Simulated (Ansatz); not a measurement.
# Sb and Li on Mg(0001), bridge start, 2x2 cell: work function, bands and core levels, part 2 of 3

What would XPS and UPS show for Sb and Li on Mg(0001), bridge start, 2x2 cell?

Ansatz 0.2.0; DFT, PBE, plane-wave PAW, default files, scalar-relativistic (the session's first sound run).

So far, work function, upper face (eV): step 2 (the clean face) 3.76; step 3 (relaxation) 3.54.

**4. Bands by layer (continued)**

Peaks of A(k,E) at the labelled points: for each region the eleven nearest the zero at most, each over 6 % of that point's highest, less those above the energy where the solved bands run out; weight and spread sum the levels within three half widths or 0.3 eV, so near peaks share levels. Peaks of the spectral function, the first 40 of 91 rows:

```csv
point,weight on,E (eV),A (1/eV),weight near the peak,rms spread of levels (eV)
K,total,-0.28,5.013,4.451,0.263
K,total,0.34,4.18,3.167,0.252
K,total,1.9,2.354,2.199,0.266
K,total,2.6,2.471,2.498,0.295
K,total,3.18,1.598,2.059,0.406
K,top,-1.74,0.285,0.24,0.195
K,top,-0.42,1.125,0.956,0.177
K,top,0.34,1.229,0.951,0.251
K,top,0.82,0.729,1.034,0.267
K,top,1.94,0.823,0.671,0.22
K,top,2.66,0.775,0.77,0.283
K,top,3.18,0.61,0.769,0.4
K,middle,-0.28,2.122,1.598,0.178
K,middle,0.32,0.792,1.076,0.343
K,middle,0.9,0.522,0.476,0.27
K,middle,1.9,0.769,0.692,0.255
K,middle,2.68,0.759,0.745,0.283
K,middle,3.16,0.44,0.485,0.243
K,bottom,-0.26,1.897,1.609,0.242
K,bottom,0.34,2.16,1.683,0.231
K,bottom,1.88,0.781,0.834,0.301
K,bottom,2.54,0.985,0.899,0.233
K,bottom,3.18,0.548,0.682,0.408
Γ,total,-6.6,1.678,0.988,0
Γ,total,-5.76,1.672,0.967,0
Γ,total,-4.46,1.593,0.95,0
Γ,total,-2.76,1.552,0.94,0.07
Γ,total,-2.02,0.441,0.261,0.228
Γ,total,-1.06,1.361,1.007,0.181
Γ,total,-0.24,0.353,0.189,0.321
Γ,total,1.14,1.495,1.018,0.112
Γ,total,2.42,0.949,1.159,0.236
Γ,total,2.9,1.686,1.637,0.288
Γ,total,3.62,1.565,1.31,0.223
Γ,top,-5.76,0.411,0.244,0
Γ,top,-4.46,0.491,0.295,0
Γ,top,-2.76,0.442,0.272,0.126
Γ,top,-2,0.275,0.23,0.231
Γ,top,-1.58,0.27,0.447,0.394
Γ,top,-1.06,0.406,0.351,0.247
```

The DOS has structure finer than the step of the table below, so its rows give means over 2 eV, whole bins alone (the curve runs from -30.0 to 4.03 eV). Peaks (eV: height): total -28.2: 35.5, -8.7: 7.10, 0.0: 9.53; Mg 3s -4.9: 5.08, -4.1: 6.45, -3.0: 5.73, -2.5: 5.59; Mg 3p* 0.0: 5.71, 1.6: 8.22, 3.9: 13.4; Sb 5p -2.2: 2.08, -1.3: 2.11, 0.8: 0.540; Sb 5s -8.7: 5.86.

* holds the states left over by the projection beside any projected weight of its own, shared among the starred shells. The DOS by E, zero at the Fermi level; means over each step; 7 of 8 lines; values in states/eV/cell:

| E (eV) | total | Mg 3s | Mg 3p* | Sb 5p | Sb 5s | Li 2p* | Li 2s |
| --- | --- | --- | --- | --- | --- | --- | --- |
| -28 | 5.00 | 6.1e-4 | 0 | 1.6e-5 | 0 | 0 | 1.4e-4 |
| -26 | 0 | 0 | 0 | 0 | 0 | 0 | 0 |
| -24 | 0 | 0 | 0 | 0 | 0 | 0 | 0 |
| -22 | 0 | 0 | 0 | 0 | 0 | 0 | 0 |
| -20 | 0 | 0 | 0 | 0 | 0 | 0 | 0 |
| -18 | 0 | 0 | 0 | 0 | 0 | 0 | 0 |
| -16 | 0 | 0 | 0 | 0 | 0 | 0 | 0 |
| -14 | 0 | 0 | 0 | 0 | 0 | 0 | 0 |
| -12 | 0 | 0 | 0 | 0 | 0 | 0 | 0 |
| -10 | 0.00345 | 4.3e-4 | 1.4e-5 | 3.8e-5 | 0.00280 | 8.5e-7 | 1.7e-4 |
| -8 | 0.997 | 0.123 | 0.00405 | 0.0103 | 0.822 | 2.5e-4 | 0.0375 |
| -6 | 1.77 | 1.71 | 0.0161 | 0.00930 | 0.0299 | 9.9e-4 | 0.00208 |
| -4 | 4.59 | 4.05 | 0.222 | 0.199 | 0.0582 | 0.0139 | 0.0460 |
| -2 | 7.52 | 4.26 | 1.52 | 1.49 | 0.0296 | 0.0951 | 0.116 |
| 0 | 7.96 | 2.38 | 4.42 | 0.752 | 0.0148 | 0.276 | 0.113 |
| 2 | 10.2 | 1.65 | 7.37 | 0.247 | 0.0269 | 0.460 | 0.459 |

Sums over each group's atoms; a table of it gives point samples, which can step over narrow peaks. The DOS of the group by E, zero at the Fermi level; 7 of 8 lines; values in states/eV:

| E (eV) | other layers: Mg 3s | layer 3: Mg 3s | layer 2: Mg 3s | layer 1: Mg 3s | adsorbate: Sb 5p | adsorbate: Sb 5s | adsorbate: Li 2s |
| --- | --- | --- | --- | --- | --- | --- | --- |
| -28 | 0 | 0 | 4.1e-6 | 0.00141 | 3.8e-5 | 5.4e-6 | 3.5e-4 |
| -26 | 0 | 0 | 0 | 0 | 0 | 0 | 0 |
| -24 | 0 | 0 | 0 | 0 | 0 | 0 | 0 |
| -22 | 0 | 0 | 0 | 0 | 0 | 0 | 0 |
| -20 | 0 | 0 | 0 | 0 | 0 | 0 | 0 |
| -18 | 0 | 0 | 0 | 0 | 0 | 0 | 0 |
| -16 | 0 | 0 | 0 | 0 | 0 | 0 | 0 |
| -14 | 0 | 0 | 0 | 0 | 0 | 0 | 0 |
| -12 | 0 | 0 | 0 | 0 | 0 | 0 | 0 |
| -10 | 0 | 0 | 0 | 0 | 0 | 0 | 0 |
| -8 | 0 | 0 | 0 | 9.2e-6 | 0 | 6.4e-5 | 2.2e-6 |
| -6 | 0.175 | 0.526 | 0.491 | 0.121 | 0.00292 | 0.0179 | 3.4e-4 |
| -4 | 1.19 | 1.23 | 1.23 | 1.26 | 0.155 | 0.0691 | 0.0411 |
| -2 | 1.11 | 0.960 | 0.914 | 0.755 | 1.54 | 0.0217 | 0.113 |
| 0 | 0.612 | 0.536 | 0.649 | 0.725 | 0.709 | 0.0171 | 0.130 |
| 2 | 0.440 | 0.387 | 0.477 | 0.517 | 0.224 | 0.0239 | 0.424 |

Simulated valence spectra by photon energy, shown to 13 eV, since a deeper line would dwarf them at some energies; the 100 % can be that line's tail at the edge; this run's widths, added to any smearing of the DOS itself: Gaussian 0.2 eV, Lorentzian 0.1 eV plus 0.05 an eV of depth. The intensity by binding energy, zero at the Fermi level; values in % of the maximum within 13 eV:

| binding energy (eV) | 21.2 eV | 40.8 eV | 400 eV | 1486.7 eV | 9251.7 eV |
| --- | --- | --- | --- | --- | --- |
| -1.0 | 1.31 | 1.49 | 3.05 | 2.43 | 0.924 |
| -0.5 | 2.57 | 2.95 | 4.55 | 3.78 | 1.59 |
| 0.0 | 26.0 | 32.2 | 33.3 | 28.2 | 13.5 |
| 0.5 | 57.5 | 63.7 | 63.0 | 57.6 | 29.0 |
| 1.0 | 79.3 | 85.4 | 83.1 | 79.2 | 40.5 |
| 1.5 | 98.3 | 98.4 | 99.7 | 99.7 | 51.7 |
| 2.0 | 83.1 | 85.5 | 88.9 | 88.2 | 45.7 |
| 2.5 | 69.9 | 76.4 | 87.3 | 84.2 | 43.0 |
| 3.0 | 41.0 | 50.9 | 67.9 | 61.9 | 30.0 |
| 3.5 | 23.9 | 33.0 | 50.0 | 44.2 | 21.3 |
| 4.0 | 19.2 | 29.4 | 52.6 | 45.8 | 21.7 |
| 4.5 | 11.5 | 18.8 | 37.2 | 32.1 | 15.3 |
| 5.0 | 9.22 | 15.4 | 34.3 | 29.6 | 13.7 |
| 5.5 | 6.87 | 11.8 | 29.4 | 25.5 | 12.4 |
| 6.0 | 4.04 | 6.71 | 19.2 | 16.7 | 8.14 |
| 6.5 | 2.45 | 4.23 | 13.4 | 11.7 | 6.03 |
| 7.0 | 1.05 | 2.46 | 8.37 | 7.14 | 4.50 |
| 7.5 | 0.826 | 3.10 | 9.93 | 8.80 | 7.01 |
| 8.0 | 1.29 | 7.59 | 20.9 | 19.8 | 19.1 |
| 8.5 | 4.38 | 32.1 | 80.1 | 79.2 | 83.1 |
| 9.0 | 2.90 | 20.6 | 52.3 | 51.2 | 52.9 |
| 9.5 | 0.806 | 4.90 | 15.0 | 13.7 | 12.5 |
| 10.0 | 0.409 | 2.05 | 8.38 | 7.04 | 5.17 |
| 10.5 | 0.273 | 1.16 | 6.47 | 5.05 | 2.93 |
| 11.0 | 0.206 | 0.763 | 5.76 | 4.26 | 1.96 |
| 11.5 | - | 0.550 | 5.51 | 3.92 | 1.46 |
| 12.0 | - | 0.421 | 5.49 | 3.80 | 1.17 |
| 12.5 | - | 0.336 | 5.59 | 3.79 | 0.997 |

Maxima picked by a test of local sharpness, so broad peaks and shoulders can be missing; peaks within 0.45 eV of a curve's cut are left out. Valence peaks, by row:

| photon energy (eV) | binding energy (eV) | height (% of the maximum within 13 eV) | main shell | its share (%) |
| --- | --- | --- | --- | --- |
| 21.2 | 8.65 | 5.237 | Li 2s | 33.33 |
| 21.2 | 2.2 | 90.07 | Sb 5p | 85.34 |
| 21.2 | 1.4 | 100 | Sb 5p | 88.82 |
| 40.8 | 8.65 | 38.64 | Sb 5s | 80.07 |
| 40.8 | 4.05 | 29.6 | Mg 3s | 61.12 |
| 40.8 | 2.2 | 93.95 | Sb 5p | 71.73 |
| 40.8 | 1.4 | 100 | Sb 5p | 77.88 |
| 400 | 28.2 | 2053 | Sb 4d | 100 |
| 400 | 8.65 | 95.68 | Sb 5s | 90.85 |
| 400 | 4.85 | 36.21 | Mg 3s | 79.85 |
| 400 | 4.1 | 53.44 | Mg 3s | 76.66 |
| 400 | 2.25 | 99.34 | Sb 5p | 51.88 |
| 400 | 1.5 | 100 | Sb 5p | 59.57 |
| 1487 | 28.2 | 1304 | Sb 4d | 100 |
| 1487 | 8.65 | 94.82 | Sb 5s | 93.7 |
| 1487 | 4.85 | 31.24 | Mg 3s | 78.84 |
| 1487 | 4.1 | 46.34 | Mg 3s | 74.04 |
| 1487 | 2.25 | 97.99 | Sb 5p | 59.53 |
| 1487 | 1.5 | 100 | Sb 5p | 67.42 |
| 9252 | 28.2 | 144.1 | Sb 4d | 99.98 |
| 9252 | 8.65 | 100 | Sb 5s | 98.24 |
| 9252 | 4.85 | 14.46 | Mg 3s | 68.01 |
| 9252 | 4.1 | 22.02 | Mg 3s | 61.81 |
| 9252 | 2.2 | 50.89 | Sb 5p | 67.09 |
| 9252 | 1.45 | 51.97 | Sb 5p | 75.45 |

From the Fermi level. Planar mean, electrostatic potential against z:

| z (Å) | planar mean, electrostatic potential (eV) |
| --- | --- |
| 0.0 | 3.62 |
| 0.5 | 3.67 |
| 1.0 | 3.71 |
| 1.5 | 3.74 |
| 2.0 | 3.75 |
| 2.5 | 3.75 |
| 3.0 | 3.74 |
| 3.5 | 3.74 |
| 4.0 | 3.73 |
| 4.5 | 3.70 |
| 5.0 | 3.60 |
| 5.5 | 3.31 |
| 6.0 | 2.46 |
| 6.5 | 0.283 |
| 7.0 | -5.32 |
| 7.5 | -11.8 |
| 8.0 | -5.12 |
| 8.5 | 0.152 |
| 9.0 | 0.565 |
| 9.5 | -3.53 |
| 10.0 | -11.4 |
| 10.5 | -6.90 |
| 11.0 | -0.337 |
| 11.5 | 0.817 |
| 12.0 | -2.27 |
| 12.5 | -10.5 |
| 13.0 | -8.54 |
| 13.5 | -0.973 |
| 14.0 | 0.910 |
| 14.5 | -1.34 |
| 15.0 | -9.06 |
| 15.5 | -10.1 |
| 16.0 | -2.21 |
| 16.5 | 0.422 |
| 17.0 | -0.377 |
| 17.5 | -1.62 |
| 18.0 | -0.836 |
| 18.5 | 1.84 |
| 19.0 | 3.01 |
| 19.5 | 3.37 |
| 20.0 | 3.49 |
| 20.5 | 3.52 |
| 21.0 | 3.53 |
| 21.5 | 3.54 |
| 22.0 | 3.54 |
| 22.5 | 3.54 |
| 23.0 | 3.54 |
| 23.5 | 3.54 |
| 24.0 | 3.55 |
| 24.5 | 3.60 |

Shapes are the site's partial DOS without matrix elements, which overweights lines from ligand s bands. Table of intensity, Mg L2,3 by emission energy less the core level's binding energy, zero at the Fermi level; read off at these points:

emission energy less the core level's binding energy (eV), intensity, Mg L2,3 (% of the unpolarised maximum) and a bar:
```
    -29.0        0.0 
    -28.0        0.0 
    -27.0        0.0 
    -26.0        0.0 
    -25.0        0.0 
    -24.0        0.0 
    -23.0        0.0 
    -22.0        0.0 
    -21.0        0.0 
    -20.0        0.1 
    -19.0        0.1 
    -18.0        0.1 
    -17.0        0.1 
    -16.0        0.1 
    -15.0        0.1 
    -14.0        0.1 
    -13.0        0.2 
    -12.0        0.2 
    -11.0        0.4 
    -10.0        0.7 
     -9.0        3.6 #
     -8.0        2.8 #
     -7.0        7.6 ##
     -6.0       37.1 ###########
     -5.0       63.9 ###################
     -4.0       88.0 ##########################
     -3.0       95.9 #############################
     -2.6       99.8 ##############################
     -2.0       92.7 ############################
     -1.0       68.5 #####################
      0.0       27.0 ########
      1.0        0.9
```

The broadened DOS, unweighted empty DOS by E, zero at the Fermi level; read off at these points:

| E (eV) | broadened DOS, unweighted empty DOS (states/eV/cell) |
| --- | --- |
| -0.93 | 1.1e-4 |
| -0.82 | 7.8e-4 |
| -0.62 | 0.0201 |
| -0.53 | 0.0763 |
| -0.33 | 0.623 |
| -0.23 | 1.35 |
| -0.03 | 3.79 |
| 0.07 | 5.02 |
| 0.28 | 6.23 |
| 0.38 | 6.34 |
| 0.57 | 6.91 |
| 0.68 | 7.55 |
| 0.88 | 8.86 |
| 0.97 | 9.23 |
| 1.18 | 9.31 |
| 1.27 | 9.25 |
| 1.48 | 9.46 |
| 1.57 | 9.66 |
| 1.77 | 9.93 |
| 1.88 | 10.1 |
| 2.08 | 10.4 |
| 2.17 | 10.6 |
| 2.38 | 10.5 |
| 2.48 | 10.5 |
| 2.67 | 10.8 |
| 2.77 | 11.1 |
| 2.98 | 11.8 |
| 3.08 | 12.0 |
| 3.27 | 12.2 |
| 3.38 | 12.3 |

The spectra weight each projected shell by its atomic cross section (Dirac–Hartree–Slater) and angular factor, for unpolarised light with the analyser at 54.7° from the beam. Broadening, on top of any smearing of the DOS itself: a Gaussian of 0.2 eV and a Lorentzian of 0.1 eV plus 0.05 times the binding energy (full widths), Fermi edge at 300 K. Each atom is damped by exp[−depth/(λ cos θ)], θ = 60° from the normal, λ from the universal curve. Curves are cut 10 eV under the photon energy, above any shell that the free atom's threshold puts out of reach, or at the lower edge of the window: 11.2 eV at 21.2 eV, 27.1 eV at 40.8 eV, 30 eV at 400 eV, 30 eV at 1486.7 eV and 30 eV at 9251.7 eV. A star in tables and legends marks shells that hold the states left over by the projection (17.5 % of the filled ones), a stand-in for orbitals that the files don't project on. Dipole terms alone, which is rough above 3 keV; no background, satellites or final-state effects.

How the area divides among the shells (%):

| shell | 21.2 eV | 40.8 eV | 400 eV | 1486.7 eV | 9251.7 eV |
| --- | --- | --- | --- | --- | --- |
| Sb 5s | 0.5 | 10.1 | 2.1 | 3.2 | 19.4 |
| Sb 5p | 76.1 | 52.9 | 3.0 | 5.1 | 16.2 |
| Sb 4d | 0.0 | 0.0 | 90.3 | 86.2 | 52.5 |
| Li 2s | 4.2 | 7.3 | 0.0 | 0.0 | 0.0 |
| Mg 3s | 16.7 | 24.3 | 4.2 | 5.4 | 11.8 |
| Mg 3p* | 1.9 | 4.9 | 0.3 | 0.1 | 0.1 |

Regions along c: top from 14.1 to 21.7 Å, middle from 10.7 to 14.1 Å, bottom from 3.5 to 10.7 Å.

States with weight above 0.08 nearest the zero at K of the zone, within the window kept, -6.6 to 3.8 eV (levels that the program groups as degenerate share a row):

```
E (eV)  weight, total  weight, top  weight, middle  weight, bottom
 -0.70           0.26         0.21            0.05            0.01
 -0.54           0.37         0.23            0.11            0.03
 -0.39           0.78         0.28            0.25            0.25
 -0.29           0.86         0.07            0.42            0.37
 -0.26           0.84         0.07            0.54            0.23
 -0.14           0.61         0.10            0.12            0.38
  0.28           0.72         0.29            0.09            0.34
  0.36           0.73         0.20            0.10            0.42
  0.38           0.79         0.19            0.13            0.47
  0.79           0.31         0.17            0.08            0.07
```

States with weight above 0.08 nearest the zero at Γ of the zone, within the window kept, -6.6 to 3.8 eV (levels that the program groups as degenerate share a row):

```csv
E (eV),"weight, total","weight, top","weight, middle","weight, bottom"
-2.75,0.92,0.25,0.21,0.45
-2.02,0.10,0.10,0.00,0.01
-1.60,0.09,0.07,0.01,0.01
-1.20,0.23,0.07,0.06,0.10
-1.04,0.62,0.16,0.17,0.28
-0.24,0.12,0.10,0.01,0.01
0.92,0.20,0.13,0.02,0.05
1.15,0.80,0.23,0.15,0.40
2.38,0.38,0.32,0.01,0.01
2.88,0.76,0.13,0.12,0.39
```

States with weight above 0.08 nearest the zero at M of the zone, within the window kept, -6.6 to 3.8 eV (levels that the program groups as degenerate share a row):

```
E (eV)  weight, total  weight, top  weight, middle  weight, bottom
 -1.12           0.50         0.24            0.09            0.17
 -0.98           0.49         0.07            0.14            0.28
 -0.84           0.15         0.04            0.05            0.06
 -0.24           0.34         0.07            0.14            0.13
  0.12           0.34         0.15            0.09            0.09
  0.24           0.13         0.03            0.04            0.07
  0.28           0.50         0.10            0.15            0.25
  0.68           0.49         0.16            0.16            0.17
  0.75           0.16         0.06            0.05            0.05
  0.92           0.27         0.07            0.08            0.12
```

The largest force component on a free atom is 0.007 eV/Å, so the atoms are at rest for these settings too. At the Fermi level the DOS is 9.45 states/eV a cell.

**5. With spin–orbit coupling**

This step: DFT, PBE, plane-wave PAW, default files, with spin-orbit coupling (Ansatz 0.2.0).

Spin–orbit coupling splits and shifts levels of heavy atoms, so the bands are solved again with spinors.

File input.yaml:

```yaml
crystal:
  lattice:
    - [6.38, 0.0, 0.0]
    - [3.19, 5.5252420761, 0.0]
    - [0.0, 0.0, 24.835]
  atoms:
    - { symbol: Sb, position: [0.3205756485, -0.1803667908, 0.7031570999] }
    - { symbol: Li, position: [0.8043109782, 0.3081962739, 0.714045718] }
    - { symbol: Mg, position: [-0.0024536118, 0.0054610316, 0.6130155392] }
    - { symbol: Mg, position: [0.506196006, 0.0064897353, 0.6214232779] }
    - { symbol: Mg, position: [0.0031473367, 0.5037316832, 0.6146494784] }
    - { symbol: Mg, position: [0.5051935789, 0.4977038857, 0.612813988] }
    - { symbol: Mg, position: [0.8345664785, 0.3348256232, 0.5093784368] }
    - { symbol: Mg, position: [0.3327198272, 0.3320275299, 0.5117421581] }
    - { symbol: Mg, position: [0.8317617131, 0.8331599183, 0.5117710971] }
    - { symbol: Mg, position: [0.3340193065, 0.8344233832, 0.5100091055] }
    - { symbol: Mg, position: [0.0, 0.0, 0.406482786] }
    - { symbol: Mg, position: [0.5, 0.0, 0.406482786] }
    - { symbol: Mg, position: [0.0, 0.5, 0.406482786] }
    - { symbol: Mg, position: [0.5, 0.5, 0.406482786] }
    - { symbol: Mg, position: [0.833333333, 0.333333333, 0.301993155] }
    - { symbol: Mg, position: [0.333333333, 0.333333333, 0.301993155] }
    - { symbol: Mg, position: [0.833333333, 0.833333333, 0.301993155] }
    - { symbol: Mg, position: [0.333333333, 0.833333333, 0.301993155] }
kpoints:
  mp_grid: { grid: [6, 6, 1] }
  band_path:
    path:
      - [0.6666666666667, 0.3333333333333, 0.0]
      - [0.0, 0.0, 0.0]
      - [0.5, 0.0, 0.0]
      - [0.6666666666667, 0.3333333333333, 0.0]
    npoints: 20
scf:
  occupations: { method: fermi_dirac, width: 0.05 }
  n_extra_bands: 50
hamiltonian:
  xc: pbe
  pseudopotentials: { kind: paw_fr }
output:
  forces: true
  write_potential: true
  volumetric_format: []
  fatbands: true
efield:
  axis: 3
  dipole_correction: true
magnetization:
  noncollinear: true
  spin_orbit: true
```

Started as:

```
$ ansatz run input.yaml --threads 4 --pin off --max-ram 20480MiB --backend cpu --events-out ev --progress --plain --runs-dir out
```

Run time: 52 min. Hardware: 4 threads of Arm Neoverse V1, shared host; peak memory 15 GiB.

This step gave:

* free energy: -37471.5593 eV
* energy at zero smearing: -37471.5199 eV
* smearing term TS: 0.07881 eV
* Fermi energy: 0.8582 eV
* work function, upper face: 3.524 eV

Electronic bands along the path, in eV, zero at the Fermi level; # counts the bands kept:

```
  point    #27    #28    #29    #30    #31    #32    #33    #34
      K  -0.27  -0.25  -0.14  -0.13   0.27   0.28   0.35   0.36
halfway  -0.67  -0.66  -0.15  -0.12   0.07   0.11   0.46   0.48
      Γ  -1.04  -1.04  -0.98  -0.98  -0.83  -0.83  -0.23  -0.23
halfway  -0.47  -0.47  -0.40  -0.39  -0.15  -0.12   0.40   0.41
      M  -0.25  -0.25   0.26   0.26   0.60   0.60   0.89   0.89
halfway   0.04   0.07   0.21   0.23   0.44   0.44   0.52   0.52
      K  -0.27  -0.25  -0.14  -0.13   0.27   0.28   0.35   0.36
```

Of the projections kept (adsorbate, layer 1, layer 2, layer 3, remaining atoms, not projected), the largest for each band there; the rest of the weight can lie on other orbitals:

| point | #27 | #28 | #29 | #30 | #31 | #32 | #33 | #34 |
| --- | --- | --- | --- | --- | --- | --- | --- | --- |
| K | not projected 0.52 | not projected 0.45 | not projected 0.54 | not projected 0.54 | not projected 0.93 | not projected 0.95 | not projected 0.79 | not projected 0.78 |
| Γ | not projected 0.67 | not projected 0.67 | not projected 0.80 | not projected 0.80 | not projected 0.78 | not projected 0.78 | layer 2 0.38 | layer 2 0.38 |
| M | not projected 0.54 | not projected 0.54 | not projected 0.81 | not projected 0.81 | not projected 0.79 | not projected 0.79 | not projected 0.85 | not projected 0.85 |
| K | not projected 0.52 | not projected 0.45 | not projected 0.54 | not projected 0.54 | not projected 0.93 | not projected 0.95 | not projected 0.79 | not projected 0.78 |

Side by side:

```
                      quantity  this run  base run  difference
work function, upper face (eV)     3.524    3.5369     -0.0129
work function, lower face (eV)    3.7455    3.7452      3.0e-4
```

Of the bands kept, 10 cross the Fermi level on this path (spinor bands, one electron each).

**6. A slab without images along the normal**

This step: DFT, PBE, plane-wave PAW, default files, scalar-relativistic (Ansatz 0.2.0).

Cutting the Coulomb interaction along the normal removes the images by another route.

Changes to input.yaml since step 5:

```diff
@@ -24,17 +24,11 @@
     - { symbol: Mg, position: [0.333333333, 0.833333333, 0.301993155] }
+  periodic: [true, true, false]
 kpoints:
   mp_grid: { grid: [6, 6, 1] }
-  band_path:
-    path:
-      - [0.6666666666667, 0.3333333333333, 0.0]
-      - [0.0, 0.0, 0.0]
-      - [0.5, 0.0, 0.0]
-      - [0.6666666666667, 0.3333333333333, 0.0]
-    npoints: 20
 scf:
   occupations: { method: fermi_dirac, width: 0.05 }
-  n_extra_bands: 50
+  n_extra_bands: 25
 hamiltonian:
   xc: pbe
-  pseudopotentials: { kind: paw_fr }
+  pseudopotentials: { kind: paw }
 output:
@@ -43,8 +37,12 @@
   volumetric_format: []
-  fatbands: true
-efield:
-  axis: 3
-  dipole_correction: true
-magnetization:
-  noncollinear: true
-  spin_orbit: true
+  dos:
+    projected:
+      site_lists:
+        adsorbate: [0, 1]
+        layer_1: [2, 3, 4, 5]
+        layer_2: [6, 7, 8, 9]
+        layer_3: [10, 11, 12, 13]
+        other_layers: [14, 15, 16, 17]
+    de: 0.05
+    e_range: [-30, 12]
+    method: { smearing: { sigma: 0.15, scheme: gaussian } }
```

Elapsed: 2.3 min, on 4 threads; peak memory 5 GiB.

This step gave:

```yaml
free_energy: -37468.4897 eV
energy_at_zero_smearing: -37468.4502 eV
smearing_term_ts: 0.07895 eV
fermi_energy: -3.641 eV
work_function_upper_face: 3.537 eV
work_function_lower_face: 3.746 eV
```

The planar mean, electrostatic potential oscillates, so the rows of the table below give means over windows of 2.51 Å about each position, cut where the curve ends. Its maxima inside the range that stand out by 2 % of the span (Å: eV): 8.9: 0.898, 11.4: 0.947, 14.0: 0.941, 16.5: 0.467. Its minima: 7.5: -11.9, 10.0: -11.7, 12.7: -11.9, 15.3: -11.6, 17.6: -1.70.

From the Fermi level. The planar mean, electrostatic potential by z; means over each step:

```csv
z (Å),"planar mean, electrostatic potential (eV)"
1.25,3.75
3.76,3.72
6.27,-0.845
8.79,-3.89
11.29,-3.91
13.80,-3.91
16.31,-3.46
18.82,1.80
21.33,3.53
23.84,3.54
26.35,3.54
28.86,3.54
31.37,3.54
33.88,3.57
36.40,3.74
38.91,3.75
41.41,3.75
43.92,3.75
```

The two runs compared:

| quantity | this run | base run | difference |
| --- | --- | --- | --- |
| work function, upper face (eV) | 3.537 | 3.5369 | 1.0e-4 |
| work function, lower face (eV) | 3.7456 | 3.7452 | 4.0e-4 |

The work function move by 0.00 eV at most against the base run, and the converged energy is the same to the last digits.

(Continued in part 3 of 3.)

[Logs are printed without paths, hosts, clocks, repeated set-up lines and the standing remarks that a program may print on its own settings, such as how far it seeks lower states.]

[Hosts, paths, dates, database ids (printed as entryN), source tags and the programs' standing remarks are cut or masked in the printed files.]

[Maps of the electrostatic potential energy from Ansatz leave out the sawtooth potential of an applied field or a dipole correction, so their vacuum need not be flat; work functions include it.]
